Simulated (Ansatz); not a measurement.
Al: what a set of calculations says

Plane-wave DFT in Ansatz with scalar-relativistic PAW potentials. The crystal relaxes under PBE to P6_3/mmc with a = 2.854 Å, c = 9.383 Å, 16.55 Å³/atom. No spin polarisation. This form isn't the element's structure at ambient conditions.

```xyz
4
Lattice="2.8543 0.0000 0.0000 -1.4272 2.4719 0.0000 0.0000 0.0000 9.3832" Properties=species:S:1:pos:R:3 pbc="T T T"
Al    0.0000    0.0000    0.0000
Al    0.0000    1.6479    2.3458
Al    0.0000    0.0000    4.6916
Al    1.4272    0.8240    7.0374
```

Each line comes from a run of its own, at the level named and at that level's relaxed cell.

- Compression. PBE+D3(BJ): B0 = 86 GPa, B' = 4.3.
- Surfaces. r2SCAN: (001) Al 0.86 J/m², work function 4.17 eV.
- Under pressure. r2SCAN: at 40 GPa the volume is 77.4 % of its rest value, relaxed within the start's symmetry (group found there: P6_3/mmc).

All values are for 0 K without zero-point motion.